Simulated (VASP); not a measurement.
# Bi (C2/m) in VASP: a series of runs

Runs on Bi. Level: PBE. Tasks: single point.

Everything below comes from runs of VASP 6.6.1. Logs are shortened: lines on timing, memory, paths and dates and some standing lists are left out, and cuts for length are marked.

## (1) The structure

Symmetry: C2/m, No. 12, monoclinic system. Conventional cell: a = 6.977 Å, b = 6.265 Å, c = 3.359 Å, α = 90.00°, β = 112.04°, γ = 90.00°. Bi (site symmetry m) is surrounded by 6 Bi at 3.21 to 3.45 Å.

This isn't the form of Bi at room conditions, which is rhombohedral.

## (2) Single point, PBE

Input file INCAR:

```
PREC = Accurate
ENCUT = 460
EDIFF = 1E-6
ISMEAR = 1
SIGMA = 0.15
LREAL = F
LASPH = T
NELM = 100
ALGO = Normal
ISIF = 2
LWAVE = F
LCHARG = F
GGA = PE
NBANDS = 22
ADDGRID = F
```

Input file KPOINTS:

```
Automatic mesh
0
Gamma
  7 7 9
```

Input file POSCAR:

```
Bi
1.0
    3.4885980000     -3.1325780000      0.0000000000
    3.4885980000      3.1325780000      0.0000000000
   -1.2602350000      0.0000000000      3.1135500000
Bi
2
Direct
    0.7530610000      0.7530610000      0.8573820000
    0.2469390000      0.2469390000      0.1426180000
```

Potentials or basis: VASP PAW PBE potentials, release 64 (Bi_d).

The run is started by

```sh
$ cat potpaw_PBE.64/Bi_d/POTCAR > POTCAR
$ mpirun -np 1 vasp_std > vasp.out
```

OUTCAR:

```text
PREC = Accurate
   ENCUT = 460
   EDIFF = 1E-6
   ISMEAR = 1
   LREAL = F
   LASPH = T
   NELM = 100
   ISIF = 2
   GGA = PE

 Found    128 irreducible k-points:

 Following reciprocal coordinates:
            Coordinates               Weight
  0.000000  0.000000  0.000000      1.000000
  0.142857  0.000000  0.000000      4.000000
  0.285714  0.000000  0.000000      4.000000
  0.428571 -0.000000  0.000000      4.000000
  0.142857  0.142857  0.000000      2.000000
  0.285714  0.142857  0.000000      4.000000
   k-points           NKPTS =    128   k-points in BZ     NKDIM =    128   number of bands    NBANDS=     22
   number of dos      NEDOS =    301   number of ions     NIONS =      2
   total plane-waves  NPLWV =  31104
   dimension x,y,z NGX =    36 NGY =   36 NGZ =   24
   dimension x,y,z NGXF=    72 NGYF=   72 NGZF=   48
   ions per type =               2
   NGX,Y,Z   is equivalent  to a cutoff of  12.76, 12.76, 11.88 a.u.
   NGXF,Y,Z  is equivalent  to a cutoff of  25.53, 25.53, 23.76 a.u.
 SYSTEM =  unknown system
   PREC   = accura    normal or accurate (medium, high low for compatibility)
   ISTART =      0    job   : 0-new  1-cont  2-samecut
   ICHARG =      2    charge: 1-file 2-atom 10-const
   ISPIN  =      1    spin polarized calculation?
   LNONCOLLINEAR =      F non collinear calculations
   LSORBIT =      F    spin-orbit coupling
   LASPH  =      T    aspherical Exc in radial PAW
   ENCUT  =  460.0 eV  33.81 Ry    5.81 a.u.   8.20  8.20  5.87*2*pi/ulx,y,z
   NELM   =    100;   NELMIN=  2; NELMDL= -5     # of ELM steps
   EDIFF  = 0.1E-05   stopping-criterion for ELM
   LREAL  =      F    real-space projection
   EDIFFG = 0.1E-04   stopping-criterion for IOM
   NSW    =      0    number of steps for IOM
   IBRION =     -1    ionic relax: 0-MD 1-quasi-New 2-CG
   NFREE  =      0    steps in history (QN), initial steepest desc. (CG)
   ISIF   =      2    stress and relaxation
   ISYM   =      2    0-nonsym 1-usesym 2-fastsym
   POTIM  = 0.5000    time-step for ionic-motion
   TEBEG  =    0.0;   TEEND  =   0.0 temperature during run
   PSTRESS=    0.0 pullay stress
   NELECT =      30.0000    total number of electrons
   NUPDOWN=      -1.0000    fix difference up-down
   EMIN   =  10.00;   EMAX   =-10.00  energy-range for DOS
   EFERMI =   0.00;   METHOD = LEGACY
   ISMEAR =     1;   SIGMA  =   0.15  broadening in eV -4-tet -1-fermi 0-gaus
   EFERMI_NEDOS =   21; number of points for ismear=-14 and -15
   IALGO  =     38    algorithm
   IMIX   =      4    mixing-type and parameters
     AMIX     =   0.40;   BMIX     =  1.00
     AMIX_MAG =   1.60;   BMIX_MAG =  1.00
  volume/ion in A,a.u.               =      34.03       229.62
  Fermi-wavevector in a.u.,A,eV,Ry     =   1.245955  2.354514 21.121737  1.552404
  Thomas-Fermi vector in A             =   2.380154
   LORBIT       =      0    0 simple, 1 ext, 2 COOP (PROOUT), +10 PAW based schemes
   GGA     = PE    functional components
   LHFCALC =     F    Hartree Fock is set to
   AEXX    =    0.0000 exact exchange contribution
   IVDW    =     0    specifies the selected vdW correction
   LEPSILON=     F    determine dielectric tensor
   LRPA    =     F    only Hartree local field effects (RPA)
 non-spin polarized calculation
 Methfessel and Paxton  Order N= 1 SIGMA  =   0.15
  energy-cutoff  :      460.00
  volume of cell :       68.05
 maximum number of plane-waves:      1541
 NGX is ok and might be reduce to    36
   NGX = 17   NGY = 17   NGZ = 11

 number of electron      29.9999993 magnetization

 Free energy of the ion-electron system (eV)
  ---------------------------------------------------
  ext. energy  EPLUGINS =         0.00000000
  ---------------------------------------------------
  free energy    TOTEN  =        -7.68191797 eV

  energy without entropy =       -7.68133391  energy(sigma->0) =       -7.68172329

 E-fermi :   6.6833     XC(G=0):  -9.7820

 val. band max:        6.6648772519   @ k =   0.4286  -0.0000   0.0000
 cond. band min:       6.6847587884   @ k =   0.2857   0.0000   0.1111
 fundamental gap:      0.0198815365
 Fermi energy:         6.6832820393

 k-point     1 :       0.0000    0.0000    0.0000
  band No.  band energies     occupation
      1     -16.1989      2.00000
      2     -16.1752      2.00000
      3     -16.1327      2.00000
      4     -16.1004      2.00000
      5     -16.0217      2.00000
      6     -16.0042      2.00000
[... 14 lines left out ...]
     21      14.9957      0.00000
     22      15.4796      0.00000

 k-point     2 :       0.1429    0.0000    0.0000
  band No.  band energies     occupation
      1     -16.1890      2.00000
      2     -16.1752      2.00000
      3     -16.1359      2.00000
      4     -16.0920      2.00000
      5     -16.0198      2.00000
      6     -16.0070      2.00000
[... 14 lines left out ...]
     21      15.1425      0.00000
     22      15.9478      0.00000

 k-point     3 :       0.2857    0.0000    0.0000
  band No.  band energies     occupation
      1     -16.1822      2.00000
      2     -16.1606      2.00000
      3     -16.1358      2.00000
      4     -16.0692      2.00000
      5     -16.0256      2.00000
      6     -16.0054      2.00000
[... 14 lines left out ...]
     21      15.7727      0.00000
     22      16.7915      0.00000

 k-point     4 :       0.4286   -0.0000    0.0000
  band No.  band energies     occupation
      1     -16.1837      2.00000
      2     -16.1574      2.00000
      3     -16.1049      2.00000
      4     -16.0470      2.00000
      5     -16.0390      2.00000
      6     -16.0010      2.00000
[... 14 lines left out ...]
     21      15.8238      0.00000
     22      16.4993      0.00000

 k-point     5 :       0.1429    0.1429    0.0000
  band No.  band energies     occupation
      1     -16.1802      2.00000
      2     -16.1755      2.00000
      3     -16.1295      2.00000
      4     -16.0849      2.00000
      5     -16.0209      2.00000
      6     -16.0122      2.00000
[... 14 lines left out ...]
     21      15.4138      0.00000
     22      16.5034      0.00000

 k-point     6 :       0.2857    0.1429    0.0000
  band No.  band energies     occupation
      1     -16.1796      2.00000
      2     -16.1645      2.00000
      3     -16.1162      2.00000
      4     -16.0645      2.00000
      5     -16.0277      2.00000
      6     -16.0089      2.00000
[... 14 lines left out ...]
     21      15.9750      0.00000
     22      16.5025      0.00000

 [... further k-points ...]
[... 5 lines left out ...]
  --------------------------------------------------------------------------------------
  -------------------------------------------------------------------------------------
  Total       -0.0135113      0.0837838     -0.0302202      0.0000000      0.0000000     -0.0392862
  in kB       -0.3181042      1.9725688     -0.7114907      0.0000000      0.0000000     -0.9249373
  external PRESSURE =       0.3143246 kB  Pullay stress =       0.0000000 kB

 VOLUME and BASIS-vectors are now :
 -----------------------------------------------------------------------------
  energy-cutoff  :      460.00
  volume of cell :       68.05
      direct lattice vectors                 reciprocal lattice vectors
     3.488598000 -3.132578000  0.000000000     0.143324052 -0.159612945  0.058011590
     3.488598000  3.132578000  0.000000000     0.143324052  0.159612945  0.058011590
    -1.260235000  0.000000000  3.113550000     0.000000000  0.000000000  0.321176792

 POSITION                                       TOTAL-FORCE (eV/Angst)
 -----------------------------------------------------------------------------------
      4.17375      0.00000      2.66950         0.047684      0.000000      0.049213
      1.54321      0.00000      0.44405        -0.047684      0.000000     -0.049213
 -----------------------------------------------------------------------------------
    total drift:                               -0.000000      0.000000      0.000000

  FREE ENERGIE OF THE ION-ELECTRON SYSTEM (eV)
  ---------------------------------------------------
  free  energy   TOTEN  =        -7.6819179705 eV

  energy  without entropy=       -7.6813339143  energy(sigma->0) =       -7.68172329
```

Wall time 47 s (1 thread of Intel Xeon Platinum 8488C (Sapphire Rapids), shared host); peak memory 0.26 GiB.

The run converged, but some of its settings lie outside the range that counts as converged, so its numbers aren't taken as properties of the crystal.

What came out:

```yaml
Free_energy: -7.6819 eV
Pressure: 0.0 GPa
Largest_force: 0.069 eV/Å
Band_gap_on_the_k_mesh: none (metal or under the smearing width)
```

Caveat: spin-orbit coupling is left out, which moves the levels of the heavy elements.

## (3) Single point, PBE

Edit INCAR of step 2 so:

```diff
@@ -4,3 +4,3 @@
 ISMEAR = 1
-SIGMA = 0.15
+SIGMA = 0.4
 LREAL = F
```

KPOINTS is that of step 2.

POSCAR is that of step 2.

Potentials or basis: VASP PAW PBE potentials, release 64 (Bi_d).

The run is started by

```sh
$ cat potpaw_PBE.64/Bi_d/POTCAR > POTCAR
$ mpirun -np 1 vasp_std > vasp.out
```

Wall time 46 s (1 thread of Intel Xeon Platinum 8488C (Sapphire Rapids), shared host); peak memory 0.25 GiB.

These settings aren't checked as converged: the numbers below hold their error.

Results:

```yaml
Free_energy: -7.6836 eV
Pressure: 0.0 GPa
Largest_force: 0.042 eV/Å
Band_gap_on_the_k_mesh: none (metal or under the smearing width)
```

Caveat: spin-orbit coupling is left out, which moves the levels of the heavy elements.

## (4) Single point, PBE

Edit INCAR of step 3 so:

```diff
@@ -4,3 +4,3 @@
 ISMEAR = 1
-SIGMA = 0.4
+SIGMA = 0.2
 LREAL = F
```

KPOINTS is that of step 3.

POSCAR is that of step 3.

The run is started by

```sh
$ cat potpaw_PBE.64/Bi_d/POTCAR > POTCAR
$ mpirun -np 1 vasp_std > vasp.out
```

Run time: 46 s. Hardware: 1 thread of Intel Xeon Platinum 8488C (Sapphire Rapids), shared host; peak memory 0.26 GiB.

These settings aren't checked as converged: the numbers below hold their error.

Results:

```yaml
Free_energy: -7.6822 eV
Pressure: 0.0 GPa
Largest_force: 0.062 eV/Å
Band_gap_on_the_k_mesh: none (metal or under the smearing width)
```

Caveat: spin-orbit coupling is left out, which moves the levels of the heavy elements.

## (5) Single point, PBE

Edit INCAR of step 4 so:

```diff
@@ -4,3 +4,3 @@
 ISMEAR = 1
-SIGMA = 0.2
+SIGMA = 0.1
 LREAL = F
```

KPOINTS is that of step 4.

POSCAR is that of step 4.

Potentials or basis: VASP PAW PBE potentials, release 64 (Bi_d).

The run is started by

```sh
$ cat potpaw_PBE.64/Bi_d/POTCAR > POTCAR
$ mpirun -np 1 vasp_std > vasp.out
```

OUTCAR:

```text
PREC = Accurate
   ENCUT = 460
   EDIFF = 1E-6
   ISMEAR = 1
   LREAL = F
   LASPH = T
   NELM = 100
   ISIF = 2
   GGA = PE

 Found    128 irreducible k-points:

 Following reciprocal coordinates:
            Coordinates               Weight
  0.000000  0.000000  0.000000      1.000000
  0.142857  0.000000  0.000000      4.000000
  0.285714  0.000000  0.000000      4.000000
  0.428571 -0.000000  0.000000      4.000000
  0.142857  0.142857  0.000000      2.000000
  0.285714  0.142857  0.000000      4.000000
[... 79 lines left out ...]
      3     -16.1328      2.00000
      4     -16.0997      2.00000
      5     -16.0213      2.00000
      6     -16.0043      2.00000
[... 139 lines left out ...]
     21      15.9752      0.00000
     22      16.5025      0.00000

 [... further k-points ...]
[... 5 lines left out ...]
  --------------------------------------------------------------------------------------
  -------------------------------------------------------------------------------------
  Total       -0.0234814      0.0835395     -0.0206550      0.0000000      0.0000000     -0.0334221
  in kB       -0.5528361      1.9668168     -0.4862908      0.0000000      0.0000000     -0.7868750
  external PRESSURE =       0.3092300 kB  Pullay stress =       0.0000000 kB

 VOLUME and BASIS-vectors are now :
 -----------------------------------------------------------------------------
  energy-cutoff  :      460.00
  volume of cell :       68.05
      direct lattice vectors                 reciprocal lattice vectors
     3.488598000 -3.132578000  0.000000000     0.143324052 -0.159612945  0.058011590
     3.488598000  3.132578000  0.000000000     0.143324052  0.159612945  0.058011590
    -1.260235000  0.000000000  3.113550000     0.000000000  0.000000000  0.321176792

 POSITION                                       TOTAL-FORCE (eV/Angst)
 -----------------------------------------------------------------------------------
      4.17375      0.00000      2.66950         0.048911      0.000000      0.054474
      1.54321      0.00000      0.44405        -0.048911      0.000000     -0.054474
 -----------------------------------------------------------------------------------
    total drift:                               -0.000000      0.000000      0.000000

  FREE ENERGIE OF THE ION-ELECTRON SYSTEM (eV)
  ---------------------------------------------------
  free  energy   TOTEN  =        -7.6817980117 eV

  energy  without entropy=       -7.6816008698  energy(sigma->0) =       -7.68173230
```

OSZICAR:

```text
N       E                     dE             d eps       ncg     rms          rms(c)
DAV:   1     0.293667076273E+03    0.29367E+03   -0.15203E+04  5646   0.153E+03
DAV:   2     0.165040911835E+02   -0.27716E+03   -0.27019E+03  5770   0.417E+02
DAV:   3    -0.687855493154E+01   -0.23383E+02   -0.23145E+02  6826   0.136E+02
DAV:   4    -0.765037219184E+01   -0.77182E+00   -0.77154E+00  6874   0.275E+01
DAV:   5    -0.768228837972E+01   -0.31916E-01   -0.31915E-01  8026   0.498E+00    0.766E-01
DAV:   6    -0.768042816799E+01    0.18602E-02   -0.18147E-02  7368   0.147E+00    0.464E-01
DAV:   7    -0.768162916505E+01   -0.12010E-02   -0.10393E-02  7172   0.117E+00    0.116E-01
DAV:   8    -0.768179671166E+01   -0.16755E-03   -0.11681E-03  6564   0.413E-01    0.134E-02
DAV:   9    -0.768180031608E+01   -0.36044E-05   -0.36384E-05  8348   0.535E-02    0.694E-03
DAV:  10    -0.768179769330E+01    0.26228E-05   -0.25620E-06  5502   0.161E-02    0.104E-03
DAV:  11    -0.768179801168E+01   -0.31838E-06   -0.54153E-07  3782   0.967E-03
   1 F= -.76817980E+01 E0= -.76817323E+01  d E =-.197142E-03
```

Run time: 46 s. Hardware: 1 thread of Intel Xeon Platinum 8488C (Sapphire Rapids), shared host; peak memory 0.25 GiB.

The run converged, but some of its settings lie outside the range that counts as converged, so its numbers aren't taken as properties of the crystal.

What came out:

- Free energy: -7.6818 eV
- Pressure: 0.0 GPa
- Largest force: 0.073 eV/Å
- Band gap on the k mesh: none (metal or under the smearing width)

Caveat: spin-orbit coupling is left out, which moves the levels of the heavy elements.

(Continued in part 2 of 2.)
